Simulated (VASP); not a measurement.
Set up this calculation in VASP 6.6.1, as the native input.

```yaml
Task: relaxation of cell and atoms
Functional: PBEsol
Potentials_or_basis: VASP PAW PBE potentials, release 64 (Zn, S)
Cutoff: 600 eV
k_mesh: 9 × 9 × 5
Occupations: gaussian, width 0.03 eV
Spin: no spin polarisation
Further_INCAR_settings: ALGO = Normal; EDIFF = 1e-06; IBRION = 2; EDIFFG = -0.01; NSW = 90; ISIF = 3
```

The structure of ZnS lies in POSCAR:

```
ZnS
1.0
    3.8110000000      0.0000000000      0.0000000000
   -1.9055000000      3.3004228100      0.0000000000
    0.0000000000      0.0000000000      6.2340000000
Zn S
2 2
Direct
    0.3333333300      0.6666666700      0.0000000000
    0.6666666700      0.3333333300      0.5000000000
    0.3333333300      0.6666666700      0.3850000000
    0.6666666700      0.3333333300      0.8850000000
```

The input as run:

INCAR

```
ALGO = Normal ; EDIFF = 1E-6
EDIFFG = -0.01 ; ENCUT = 600
GGA = PS ; IBRION = 2
ISIF = 3 ; ISMEAR = 0
KPAR = 4 ; LASPH = T
LCHARG = F ; LREAL = F
LWAVE = F ; NELM = 80
NSW = 90 ; PREC = Accurate
SIGMA = 0.03
```

KPOINTS

```
k-points
0
Gamma
  9 9 5
```

Potentials or basis: VASP PAW PBE potentials, release 64 (Zn, S).

The run is started by

```sh
$ cat potpaw_PBE.64/Zn/POTCAR potpaw_PBE.64/S/POTCAR > POTCAR
$ mpirun -np 4 vasp_std > vasp.out
```

Results of the run:

| Quantity | Value |
| --- | --- |
| Relaxed volume | 19.28 Å³/atom |
| Relaxed cell | a = 3.786 Å, b = 3.786 Å, c = 6.212 Å, α = 90.00°, β = 90.00°, γ = 120.00° |
| Space group after relaxing (to 0.05 Å) | P6_3mc (No. 186) |
| Energy gained by relaxing | 6.5 meV/atom |
| Ionic steps | 8 |
| Pressure after relaxing | -0.1 GPa |
| Band gap on the k mesh | 2.15 eV, direct |

Caveat: the PAW data sets were made with another functional, which shifts forces and pressure a little.

Wall time 63 s on 4 MPI ranks on AMD EPYC 9R45 (Zen 5), with other jobs on the host, peak memory 0.22 GiB a rank.
